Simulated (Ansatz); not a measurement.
The cell below belongs to a search over invented structures; it isn't taken from experiment.

Input and command of a plane-wave DFT calculation in Ansatz:

```yaml
crystal:
  lattice:
    - [-3.3875382901, -1.8254794252, 0.0548012829]
    - [-0.2970678417, -0.0044801942, 4.2750416833]
    - [-3.2561987118, 5.2306773696, 0.0539428774]
  atoms:
    - { symbol: Si, position: [0.7953130902, 0.69842874, 0.6009057039] }
    - { symbol: Si, position: [0.2995920474, 0.611548022, 0.1129762044] }
    - { symbol: Si, position: [0.7112387649, 0.3034126981, 0.9084440981] }
    - { symbol: Si, position: [0.2205266422, 0.3571395271, 0.3715574034] }
    - { symbol: Si, position: [0.2228640596, 0.0168412525, 0.7462168213] }
    - { symbol: Si, position: [0.7504653958, 0.0126297603, 0.2598997689] }
basis:
  ecutwfc: 420
kpoints:
  mp_grid: { grid: [6, 6, 4] }
hamiltonian:
  xc: pbe
scf:
  occupations: { method: gaussian, width: 0.2 }
  lower_state_search: "off"
output:
  forces: true
  stress: true
  eigenvalues: true
relax:
  adjacent_minimum: "off"
  f_tol: 0.025
  max_steps: 60
  cell: { stress_tol: 0.25 }
```

```bash
ansatz run input.yaml --threads 1 --pin off --max-ram 2560MiB --backend cpu --events-out ev --progress --plain --runs-dir out
```

Processor: AMD EPYC 9R14 (Zen 4), 1 thread, on a host shared with other jobs.

Question: How long does it run, and how much memory does it take?

Answer: About 73 s, peak memory 0.49 GiB. It solves 18 bands at 76 k points (after reduction by symmetry) with about 2149 plane waves (on the last cell), in 55 SCF iterations over 10 ionic steps.
